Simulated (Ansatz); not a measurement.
The system is GaN.

```
CELL_PARAMETERS angstrom
0.00000 2.13524 2.13524
2.13524 0.00000 2.13524
2.13524 2.13524 0.00000
ATOMIC_POSITIONS crystal
Ga 0.00000 0.00000 0.00000
N 0.50000 0.50000 0.50000
```

Measurements of this composition are mostly on another form, of space group No. 186.

```yaml
Program: Ansatz 0.2.0
Task: relaxation of cell and atoms
Functional: HSE06
Potentials_or_basis: Ansatz PAW
Cutoff: "420 eV (not typed: the program's choice for these potentials)"
k_mesh: 6 × 6 × 6
Occupations: fermi-dirac, width 0.05 eV
Spin: no spin polarisation
```

At the start: volume 9.74 Å³/atom.

Question: How do energy, volume and symmetry change on relaxing?

Answer: It ends after 7 steps and the volume is 9.32 Å³/atom (-4.3 %); space group Fm-3m (No. 225, to 0.05 Å).

Step by step:
| step | energy change (eV) | largest force (eV/Å) | volume (Å³) |
| --- | --- | --- | --- |
| 1 | 0.0000 | 0.0000 | 19.47 |
| 2 | -0.0264 | 0.0000 | 18.89 |
| 3 | -0.0297 | 0.0000 | 18.63 |
| 4 | -0.0297 | 0.0000 | 18.65 |
| 5 | -0.0271 | 0.0000 | 18.65 |
| 6 | -0.0272 | 0.0000 | 18.64 |
| 7 | -0.0272 | 0.0000 | 18.64 |

Final structure:
```xyz
2
Lattice="0.0000 2.1043 2.1043 2.1043 0.0000 2.1043 2.1043 2.1043 0.0000" Properties=species:S:1:pos:R:3 pbc="T T T"
Ga    0.0000    0.0000    0.0000
N     2.1043    2.1043    2.1043
```

Caveat: the k mesh is coarse (spacing up to 0.42 Å⁻¹), so the values aren't converged, least of all with exact exchange; the plane-wave basis is chosen anew once the cell has moved, so the energies of steps on either side of that aren't comparable; the pressure holds a Pulay correction of +0.6 GPa for the finite cutoff; the PAW data sets come from PBE, with cores solved anew for the run's functional, which leaves a small shift of forces and pressure.
